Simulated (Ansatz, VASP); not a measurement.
# BN (Qingsongite): VASP beside Ansatz

Wanted: the spread between two codes on one cell, functional and k mesh. The cell is taken from a series of VASP runs on this material, whose earlier steps may have relaxed, scaled or displaced it; both programs get it as it stands.

Program: Ansatz 0.2.0. Level of theory: plane waves, with VASP 6.6.1 beside it; relaxation of cell and atoms at PBEsol with D3(BJ) and relaxation of cell and atoms at r2SCAN. Results are calculated unless marked as measured.

### 1. Set-up

It takes space group F-43m (No. 216, cubic). Conventional cell: a = 3.615 Å, b = 3.615 Å, c = 3.615 Å, α = 90.00°, β = 90.00°, γ = 90.00°. N has 4 B at 1.57 Å nearest. B has 4 N at 1.57 Å nearest. Farther neighbours and most contacts between anions are not listed.

Structure file:

```cif
data_structure
_symmetry_space_group_name_H-M 'F-43m'
_symmetry_Int_Tables_number 216
_cell_length_a 3.6150
_cell_length_b 3.6150
_cell_length_c 3.6150
_cell_angle_alpha 90.000
_cell_angle_beta 90.000
_cell_angle_gamma 90.000
_cell_volume 47.24
loop_
_atom_site_label
_atom_site_type_symbol
_atom_site_symmetry_multiplicity
_atom_site_Wyckoff_symbol
_atom_site_fract_x
_atom_site_fract_y
_atom_site_fract_z
_atom_site_occupancy
N1 N 4 c 0.25000 0.25000 0.25000 1
B1 B 4 a 0.00000 0.00000 0.00000 1
```

### 2. VASP: relaxation of cell and atoms, PBEsol with D3(BJ)

The relaxed volume is the usual yardstick between codes: its relative difference is about their pressure difference at one cell divided by the bulk modulus.

Lines of VASP's logs that name or quote its potential files are left out, and so is its time.

Contents of INCAR:

```
SYSTEM = BN
PREC = Accurate
ENCUT = 520
EDIFF = 1E-07
NELM = 100
ISMEAR = 0
SIGMA = 0.03
LREAL = .FALSE.
ALGO = Normal
GGA = PS
IVDW = 12
NBANDS = 10
LORBIT = 11
LWAVE = .FALSE.
LCHARG = .FALSE.
KPAR = 2
IBRION = 2
NSW = 50
ISIF = 3
EDIFFG = -0.002
```

Contents of POSCAR:

```
BN
1.0
    0.0000000000      1.8075000000      1.8075000000
    1.8075000000      0.0000000000      1.8075000000
    1.8075000000      1.8075000000      0.0000000000
N B
1 1
Direct
    0.7500000000      0.7500000000      0.7500000000
    0.0000000000      0.0000000000      0.0000000000
```

Contents of KPOINTS:

```
Automatic mesh
0
Gamma
14 14 14
0 0 0
```

PAW data sets: N and B (PBE family, release 64).

On the command line:

```console
> mpirun -np 2 vasp_std
```

Numbers of over 12 decimals in the logs are rounded to 6 here.

The log of the run:

```text
[banner, memory and clock lines left out]
running    2 mpi-ranks, on    1 nodes
 distrk:  each k-point on    1 cores,    2 groups
 distr:  one band on    1 cores,    1 groups

 POSCAR found type information on POSCAR N B
 POSCAR found :  2 types and       2 ions
|                                                                             |
|               ----> ADVICE to this user running VASP <----                  |
|                                                                             |
|     You enforced a specific xc type in the INCAR file but a different       |
|     [... a line on the potential file left out ...]
|     I HOPE YOU KNOW WHAT YOU ARE DOING!                                     |
|                                                                             |

 LDA part: xc-table for (Slater+PW92), standard interpolation
 POSCAR, INCAR and KPOINTS ok, starting setup
 FFT: planning ... GRIDC
 FFT: planning ... GRID_SOFT
 FFT: planning ... GRID
 WAVECAR not read
 entering main loop
       N       E                     dE             d eps       ncg     rms          rms(c)
DAV:   1     0.939715393737E+01    0.93972E+01   -0.49971E+03  2152   0.792E+02
DAV:   2    -0.187976282902E+02   -0.28195E+02   -0.27236E+02  2552   0.170E+02
DAV:   3    -0.192907715243E+02   -0.49314E+00   -0.49242E+00  2424   0.200E+01
DAV:   4    -0.192914111319E+02   -0.63961E-03   -0.63959E-03  2264   0.774E-01
DAV:   5    -0.192914117402E+02   -0.60829E-06   -0.60823E-06  2408   0.246E-02    0.655E+00
DAV:   6    -0.184507444297E+02    0.84067E+00   -0.27623E+00  2228   0.103E+01    0.326E+00
DAV:   7    -0.183669948634E+02    0.83750E-01   -0.98424E-02  2274   0.267E+00    0.187E+00
DAV:   8    -0.183464876660E+02    0.20507E-01   -0.34879E-02  2350   0.136E+00    0.179E-01
DAV:   9    -0.183464894564E+02   -0.17904E-05   -0.79068E-04  2252   0.255E-01    0.765E-02
DAV:  10    -0.183465073364E+02   -0.17880E-04   -0.61673E-05  2336   0.734E-02    0.128E-02
DAV:  11    -0.183465091359E+02   -0.17995E-05   -0.49527E-06  2344   0.173E-02    0.815E-03
DAV:  12    -0.183465091224E+02    0.13454E-07   -0.12577E-06  2308   0.787E-03    0.336E-04
DAV:  13    -0.183465091184E+02    0.39872E-08   -0.14255E-08  1170   0.129E-03
   1 F= -.18634360E+02 E0= -.18634360E+02  d E =-.186344E+02
 curvature:   0.00 expect dE= 0.000E+00 dE for cont linesearch  0.000E+00
 trial: gam= 0.00000 g(F)=  0.810E-49 g(S)=  0.157E-01 ort = 0.000E+00 (trialstep = 0.100E+01)
 search vector abs. value=  0.157E-01
 bond charge predicted
       N       E                     dE             d eps       ncg     rms          rms(c)
DAV:   1    -0.183548974920E+02   -0.83884E-02   -0.55308E-01  2222   0.651E+00    0.996E-01
DAV:   2    -0.183370979681E+02    0.17800E-01   -0.71106E-02  2304   0.185E+00    0.280E-01
DAV:   3    -0.183362294640E+02    0.86850E-03   -0.26176E-03  2186   0.450E-01    0.109E-01
DAV:   4    -0.183359818939E+02    0.24757E-03   -0.30960E-04  2300   0.139E-01    0.333E-02
DAV:   5    -0.183359768918E+02    0.50021E-05   -0.16599E-05  2310   0.314E-02    0.199E-02
DAV:   6    -0.183359774538E+02   -0.56194E-06   -0.62003E-07  2246   0.880E-03    0.702E-04
DAV:   7    -0.183359773765E+02    0.77314E-07   -0.26019E-08  1162   0.122E-03
   2 F= -.18633927E+02 E0= -.18633927E+02  d E =0.433396E-03
 trial-energy change:    0.000433  1 .order    0.000594   -0.015715    0.016902
 step:   0.4892(harm=  0.4818)  dis= 0.00000  next Energy=   -18.638222 (dE=-0.386E-02)
 bond charge predicted
       N       E                     dE             d eps       ncg     rms          rms(c)
DAV:   1    -0.183504715246E+02   -0.14494E-01   -0.14315E-01  2220   0.328E+00    0.509E-01
DAV:   2    -0.183458019815E+02    0.46695E-02   -0.19167E-02  2306   0.950E-01    0.140E-01
DAV:   3    -0.183455818906E+02    0.22009E-03   -0.64420E-04  2194   0.225E-01    0.548E-02
DAV:   4    -0.183455141483E+02    0.67742E-04   -0.81687E-05  2308   0.707E-02    0.164E-02
DAV:   5    -0.183455120821E+02    0.20661E-05   -0.42498E-06  2300   0.158E-02    0.991E-03
DAV:   6    -0.183455116227E+02    0.45943E-06   -0.15899E-07  1596   0.450E-03    0.403E-04
DAV:   7    -0.183455116605E+02   -0.37765E-07   -0.99886E-09  1084   0.856E-04
   3 F= -.18638245E+02 E0= -.18638245E+02  d E =-.388532E-02
 curvature:  -0.24 expect dE=-0.142E-07 dE for cont linesearch -0.142E-07
 trial: gam=-0.00193 g(F)=  0.427E-47 g(S)=  0.588E-07 ort = 0.304E-04 (trialstep = 0.898E+00)
 search vector abs. value=  0.100E-09
 reached required accuracy - stopping structural energy minimisation
```

Parts of OUTCAR (step 2):

```text
ion  position               nearest neighbor table
   1  0.750  0.750  0.750-   2 1.57   2 1.57   2 1.57   2 1.57
   2  0.000  0.000  0.000-   1 1.57   1 1.57   1 1.57   1 1.57

  LATTYP: Found a face centered cubic cell.
 ALAT       =     3.6150000000

 Subroutine GETGRP returns: Found 24 space group operations
 (whereof 24 operations were pure point group operations)

The static configuration has the point symmetry T_d .

 Found    104 irreducible k-points:

   k-points           NKPTS =    104   k-points in BZ     NKDIM =    104   number of bands    NBANDS=     10

   dimension x,y,z NGX =    20 NGY =   20 NGZ =   20
   dimension x,y,z NGXF=    40 NGYF=   40 NGZF=   40

   ENCUT  =  520.0 eV  38.22 Ry    6.18 a.u.   4.75  4.75  4.75*2*pi/ulx,y,z

   NELECT =       8.0000    total number of electrons

 k-points in reciprocal lattice and weights: Automatic mesh
   0.00000000  0.00000000  0.00000000       0.000
   0.07142857  0.00000000  0.00000000       0.003
   0.14285714  0.00000000  0.00000000       0.003
   0.21428571  0.00000000  0.00000000       0.003
   0.28571429  0.00000000  0.00000000       0.003
   0.35714286  0.00000000  0.00000000       0.003
   0.42857143  0.00000000  0.00000000       0.003
   0.50000000  0.00000000  0.00000000       0.001
   0.07142857  0.07142857  0.00000000       0.002
[...]
-0.28571429  0.42857143  0.21428571       0.009
  -0.28571429  0.50000000  0.21428571       0.004

 Edisp (eV)   -0.29795

 average (electrostatic) potential at core
       1 -60.2045       2 -24.2663

 E-fermi :   7.7706

 k-point     1 :       0.0000    0.0000    0.0000
  band No.  band energies     occupation
      1     -12.8749      2.00000
      2       7.5679      2.00000
      3       7.5679      2.00000
      4       7.5679      2.00000
      5      16.4071      0.00000
      6      16.4071      0.00000
      7      16.4071      0.00000
      8      18.1036      0.00000
      9      32.3890      0.00000
    ...

 k-point     2 :       0.0714    0.0000    0.0000
  band No.  band energies     occupation
      1     -12.7483      2.00000
      2       6.8698      2.00000
      3       7.4295      2.00000
      4       7.4295      2.00000
      5      16.5839      0.00000
      6      16.6170      0.00000
      7      16.6170      0.00000
      8      18.5202      0.00000
      9      32.1870      0.00000
    ...

 k-point     3 :       0.1429    0.0000    0.0000
  band No.  band energies     occupation
      1     -12.3716      2.00000
      2       5.1772      2.00000
      3       7.0758      2.00000
      4       7.0758      2.00000
      5      16.8834      0.00000
      6      17.1371      0.00000
      7      17.1371      0.00000
      8      19.5725      0.00000
      9      31.6697      0.00000
    ...

 Edisp (eV)   -0.29273

  Total      -0.00090    -0.00090    -0.00090     0.00000     0.00000    -0.00000
  in kB      -0.12428    -0.12428    -0.12428     0.00000     0.00000    -0.00000
  external pressure =       -0.12 kB  Pullay stress =        0.00 kB

  energy-cutoff  :      520.00
  volume of cell :       11.62
      direct lattice vectors                 reciprocal lattice vectors
    -0.000000000  1.797561456  1.797561456    -0.278154607  0.278154607  0.278154607
     1.797561456  0.000000000  1.797561456     0.278154607 -0.278154607  0.278154607
     1.797561456  1.797561456  0.000000000     0.278154607  0.278154607 -0.278154607

 POSITION                                       TOTAL-FORCE (eV/Angst)
 -----------------------------------------------------------------------------------
      2.69634      2.69634      2.69634         0.000000      0.000000      0.000000
      0.00000      0.00000      0.00000        -0.000000     -0.000000     -0.000000
 -----------------------------------------------------------------------------------
    total drift:                               -0.000000     -0.000000     -0.000000

  FREE ENERGIE OF THE ION-ELECTRON SYSTEM (eV)
  ---------------------------------------------------
  free  energy   TOTEN  =       -18.6382452712 eV

  energy  without entropy=      -18.6382452712  energy(sigma->0) =      -18.63824527

 reached required accuracy - stopping structural energy minimisation

 total charge
# of ion       s       p       d       tot
------------------------------------------
    1        1.208   2.769   0.000   3.978
    2        0.681   1.383   0.000   2.064
--------------------------------------------------
tot          1.889   4.152   0.000   6.042

[... 3 further parts left out ...]
```

### 3. Ansatz: relaxation of cell and atoms, PBEsol with D3(BJ)

Ansatz runs on its default PAW (the set named soft_2) files.

The same cell, functional, mesh and smearing now go to Ansatz, which takes its cutoff from its data sets.

Contents of input.yaml:

```yaml
crystal:
  lattice:
    - [0.0, 1.8075, 1.8075]
    - [1.8075, 0.0, 1.8075]
    - [1.8075, 1.8075, 0.0]
  atoms:
    - { symbol: "N", position: [0.75, 0.75, 0.75] }
    - { symbol: B, position: [0.0, 0.0, 0.0] }
hamiltonian:
  xc: pbesol
  pseudopotentials: { kind: paw }
  dispersion: d3bj
kpoints:
  mp_grid: { grid: [14, 14, 14] }
scf:
  occupations: { method: gaussian, width: 0.03 }
relax:
  f_tol: 0.01
  max_steps: 60
  cell: { stress_tol: 0.05 }
output:
  forces: true
  stress: true
```

On the command line:

```console
> ansatz run input.yaml --threads 4 --pin off --max-ram 9216MiB --backend cpu --events-out ev --progress --plain --runs-dir out
```

The log of the run:

```text
Engine: ansatz 0.2.0, aarch64-unknown-linux-gnu
Pseudopotentials: kind: paw
Pseudopotential: N, paw, valence charge 5, recommended cutoff 420 eV (normal), N.paw.azcp
Pseudopotential: B, paw, valence charge 3, recommended cutoff 420 eV (normal), B.paw.azcp
Functional definition: PBEsol
  exchange = pbesol_x
  correlation = pbesol_c
Crystal: 2 atoms, lattice volume = 11.810 Å³
Basis set: ecut = 420 eV, 259 PW (Γ), exchange–correlation on 36×36×36 points (8 copies of the dense FFT grid, shifted against one another)
Bands: 8, of which v1, the nominal top of the filled ones, is band 4 counted from 1 (3 counted from 0)
Symmetry: 24 space group operations
Space group: F-43m (ITA 216), of the structure as read, at distance tolerance 2.3e-5 Å
k-points: 104 of 2744 (time reversal used)
Non-local potential: N, projectors of the file, l = 0: 2, l = 1: 2, l = 2: 1
Non-local potential: B, projectors of the file, l = 0: 2, l = 1: 2, l = 2: 1
PAW form: soft (Blöchl's): semilocal exchange-correlation on the pseudo side does not see the compensation charge
PAW frozen core: N, regenerated for the run's functional, and the local potential with it (the file was generated under x = pbe(κ = 0.804, μ = 0.219515), c = pbe(β = 0.066725))
PAW frozen core: B, regenerated for the run's functional, and the local potential with it (the file was generated under x = pbe(κ = 0.804, μ = 0.219515), c = pbe(β = 0.066725))
PAW one-centre angular grid: N, 110 points (default); XC on 64 Gauss nodes
PAW one-centre angular grid: B, 110 points (default); XC on 64 Gauss nodes
Initial density: superposition of atomic densities (neutral atoms: chi_scale 0, normalization atom), corrected by the library's trained network
Initial wavefunctions: pseudopotential atomic-orbital guess
Functional: x = pbesol(κ = 0.804, μ = 0.123457), c = pbesol(β = 0.046)
SCF iter   1: F=—  HF=-534.125979 eV  |F-HF|=—  |Δ(HF+E_count)|=         —  Δρ=8.93e-3  dr2=7.24e-3  ethr=1.77e-3  ⟨swp⟩=4.4  Hψ=5281  notcnv=0
preconditioner: auto → none  [insulator: Δε(μ)=4.209 eV  Ē_g=19.921 eV  σ=0.030 eV  W_gap=1.00  n_scr=0 (ndim 8)  ℏωp=30.6 eV  f_vac=0.000  D(μ)=0.00/eV (n_scr^D=0)  ε∞_Penn≈3.4]
SCF iter   2: F=—  HF=-534.123778 eV  |F-HF|=—  |Δ(HF+E_count)|=   2.20e-3  Δρ=2.53e-3  dr2=5.84e-4  ethr=9.05e-5  ⟨swp⟩=2.3  Hψ=2183  notcnv=0
SCF iter   3: F=—  HF=-534.123607 eV  |F-HF|=—  |Δ(HF+E_count)|=   1.71e-4  Δρ=8.34e-4  dr2=5.94e-5  ethr=7.30e-6  ⟨swp⟩=2.0  Hψ=1208  notcnv=0
SCF iter   4: F=—  HF=-534.123595 eV  |F-HF|=—  |Δ(HF+E_count)|=   1.18e-5  Δρ=1.54e-4  dr2=1.53e-6  ethr=7.42e-7  ⟨swp⟩=2.0  Hψ=1248  notcnv=0
iter 5 did not close the SCF: its close was put off for the readings that it lacked (scf_convergence_deferred on its scf_iter line)
SCF iter   5: F=-534.123595 eV  HF=-534.123595 eV  |F-HF|=2.42e-9  |Δ(HF+E_count)|=   1.46e-7  Δρ=9.63e-6  dr2=4.07e-9  ethr=1.92e-8  ⟨swp⟩=2.0  Hψ=1241  notcnv=0
SCF iter   6: F=-534.123595 eV  HF=-534.123595 eV  |F-HF|=2.42e-11  |Δ(HF+E_count)|=   2.79e-9  Δρ=7.97e-7  dr2=1.63e-11  ethr=5.09e-11  ⟨swp⟩=1.1  Hψ=2496  notcnv=0
SCF 1 converged in 6 iterations: F = -534.123595 eV  dr2 = 1.63e-11
  greatest PAW one-centre occupation: 0.784 electrons in one spin orbital (limit 2), on the N atom at site 0 (counted from 0), in its partial waves of l = 0
relax step   1: F+E_penalty+E_count = -534.12359488 eV  Δ(F+E_penalty+E_count) = +0.000e0 eV  max|allowed force component| = 3.886e-16 eV/Å  Δτ_max = 0.0000 Å  P = -6.916 GPa  Ω = 11.810 Å³  (6 SCF iters, dr2 threshold 1.00e-7 eV, accepted)
[...]
relax step   2: F+E_penalty+E_count = -534.12818725 eV  Δ(F+E_penalty+E_count) = -4.592e-3 eV  max|allowed force component| = 1.503e-16 eV/Å  Δτ_max = 0.0000 Å  P = -2.900 GPa  Ω = 11.688 Å³  energy of the carried Pulay correction = +8.287e-4 eV  (4 SCF iters, dr2 threshold 2.00e-7 eV, accepted)
[...]
relax step   3: F+E_penalty+E_count = -534.12955585 eV  Δ(F+E_penalty+E_count) = -1.369e-3 eV  max|allowed force component| = 1.700e-16 eV/Å  Δτ_max = 0.0000 Å  P = +0.061 GPa  Ω = 11.601 Å³  energy of the carried Pulay correction = +1.422e-3 eV  (4 SCF iters, dr2 threshold 2.00e-7 eV, accepted)
[...]
relax step   4: F+E_penalty+E_count = -534.12954404 eV  Δ(F+E_penalty+E_count) = +1.181e-5 eV  max|allowed force component| = 1.365e-16 eV/Å  Δτ_max = 0.0000 Å  P = -0.002 GPa  Ω = 11.603 Å³  energy of the carried Pulay correction = +1.410e-3 eV  (3 SCF iters, dr2 threshold 9.21e-9 eV, accepted)
[...]
relax step   5: F+E_penalty+E_count = -534.12825081 eV  Δ(F+E_penalty+E_count) = +1.293e-3 eV  max|allowed force component| = 1.394e-16 eV/Å  Δτ_max = 0.0000 Å  P = -0.199 GPa  Ω = 11.603 Å³  stress off target by 1.99e-1 GPa  SCF on the basis re-selected at this cell (its energy is not comparable with the rows above)  (5 SCF iters)
[...]
relax step   6: F+E_penalty+E_count = -534.12829219 eV  Δ(F+E_penalty+E_count) = -4.138e-5 eV  max|allowed force component| = 1.417e-16 eV/Å  Δτ_max = 0.0000 Å  P = -0.009 GPa  Ω = 11.597 Å³  energy of the carried Pulay correction = +3.777e-5 eV  (3 SCF iters, dr2 threshold 9.95e-8 eV, accepted)
[...]
relax step   7: F+E_penalty+E_count = -534.12824366 eV  Δ(F+E_penalty+E_count) = +4.853e-5 eV  max|allowed force component| = 1.411e-16 eV/Å  Δτ_max = 0.0000 Å  P = -0.011 GPa  Ω = 11.597 Å³  stress off target by 1.13e-2 GPa  SCF on the basis re-selected at this cell (its energy is not comparable with the rows above)  (4 SCF iters)
basis re-selected at this cell: Δ(F+E_penalty+E_count) = +4.853e-5 eV, ΔP = -0.002 GPa vs the last step (what re-selecting the basis moved, of the pressure what is left beyond the Pulay correction that the steps carried, after the strain that the cell walked since its last selection, with what the two solves' SCF thresholds leave and, on support functions, any second-order correction that the steps lacked; it is no m [...]
SCF converged after 4 iterations
Free energy (F): -534.128244 eV
Harris-Foulkes:  -534.128244 eV  (|F-HF|=2.27e-12)
Internal energy: -534.128244 eV  (E = F + TS)
E sigma→0 (E₀):  -534.128244 eV
Fermi energy:    13.583807 eV
--- Per-component energies (eV) ---
  E_band       = 27.531959
  E_kinetic    = 186.055345
  E_local      = -172.603309  (includes V_loc(G=0)·N_el)
  E_nonlocal   = 56.864244
  E_hartree    = 47.966732
  E_xc         = -92.941524
  E_vxc        = -116.040208  (∫ρ·V_xc dr)
  E_paw        = -198.652847  (= ΣΔE_a)
  E_vpaw       = -22.677686  (= ΣTr[D̂ρ^β])
  E_aug_tail   = 0.000101  (compensation charges beyond the density's cutoff)
  E_ewald      = -360.566495
  E_disp       = -0.293300  (pairwise vdW)
  E_core_change = 0.042810  (= ΣΔE_core)
  E_smearing   = -0.000000  (= −TS)
  E_closure    = 0.000000  (closes the sum)
  Σ components = -534.128244   (vs F -534.128244, Δ=0.00e0)
--- Forces (eV/Å), atoms counted from 1 ---
  atom   1  N      0.00000000     0.00000000     0.00000000
  atom   2  B     -0.00000000     0.00000000     0.00000000
  max |Σ_I F_I| component: 2.75e-16 eV/Å
--- Stress (GPa, compression-positive) ---
       -0.011325      -0.000000       0.000000
        0.000000      -0.011325       0.000000
        0.000000       0.000000      -0.011325
  P = ⅓ Tr σ = -0.0113 GPa (-0.113 kbar)
--- Relaxed structure (5 steps of the walk, 5 accepted, 2 SCFs on fresh bases) ---
  F+E_penalty+E_count = -534.12824366 eV   max|allowed force component| = 1.411e-16 eV/Å   (the final SCF, on the basis selected at the relaxed cell)
  cell:  # Å, volume = 11.5973 Å³
    - [0, 1.796563, 1.796563]
    - [1.796563, 0, 1.796563]
    - [1.796563, 1.796563, 0]
  atoms:
    - { symbol: N, position: [0.75, 0.75, 0.75] }
    - { symbol: B, position: [0, 0, 0] }
```

Elapsed: 2.5 s, on 4 threads of Arm Neoverse V1, shared host; peak memory 0.28 GiB.

### 4. Comparison

Known differences besides the potentials themselves: both relaxations stop at a tolerance, which leaves soft axes loose, and VASP keeps its plane-wave basis; the cutoff is 420 eV in Ansatz and 520 eV in VASP; Ansatz makes its cores anew for this functional, VASP keeps those of its PBE data sets; VASP leaves aspherical gradient terms in its spheres out (LASPH is not set), Ansatz keeps them; Ansatz adds a Pulay correction to the stress that steers its cell, VASP none. Total energies have different zeros and are not compared.

The two programs side by side:

| quantity | Ansatz | VASP | difference |
| --- | --- | --- | --- |
| volume (Å³) | 11.60 | 11.62 | -0.17 % |
| edge a after relaxation, in the typed setting (Å) | 2.541 | 2.542 | -0.06 % |

The walks stopped with -0.01 GPa left in Ansatz and -0.01 GPa in VASP; each walk ends within a tolerance, so the volume difference is uncertain by about these residues over the bulk modulus, most in soft cells.

(Part 1 of 2 ends here.)

[Lines on the potential files, build, host, timing and source positions are cut from VASP's logs without a mark.]

[Logs are printed without paths, hosts, clocks, repeated set-up lines and the standing remarks that a program may print on its own settings, such as how far it seeks lower states.]

[Hosts, paths, dates, database ids (printed as entryN), source tags and the programs' standing remarks are cut or masked in the printed files.]
